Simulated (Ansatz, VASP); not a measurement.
# One calculation of NaH, two programs

```
Na H
1.0
     0.00000    2.59692    2.59692
     2.59692    0.00000    2.59692
     2.59692    2.59692    0.00000
Na H
1 1
Direct
  0.00000 0.00000 0.00000
  0.25000 0.25000 0.25000
```

Alike in both runs: task single point; functional r2SCAN; k mesh 8 × 8 × 8; no spin polarisation.

|  | VASP | Ansatz |
| --- | --- | --- |
| version | VASP 6.6.1 | Ansatz 0.2.0 |
| potentials or method | VASP PAW PBE potentials, release 64 (Na_pv, H) | plane waves, PAW |
| plane-wave cutoff (eV) | 520 | 500 |
| occupations | gaussian, width 0.01 eV | fixed |
| valence electrons in the cell | 8 | 10 |

VASP gave:

- gap on the k mesh at the Fermi level (eV): 4.05
- pressure (GPa): -0.2

Question: What did Ansatz give for the same quantities?

Answer: gap on the k mesh at the Fermi level (eV): 4.05; pressure (GPa): 0.0.

The two sets of potentials don't hold the same shells in valence.

Caveats: the PAW data sets were made with another functional, which shifts forces and pressure a little (VASP). A k mesh can miss the band edges.
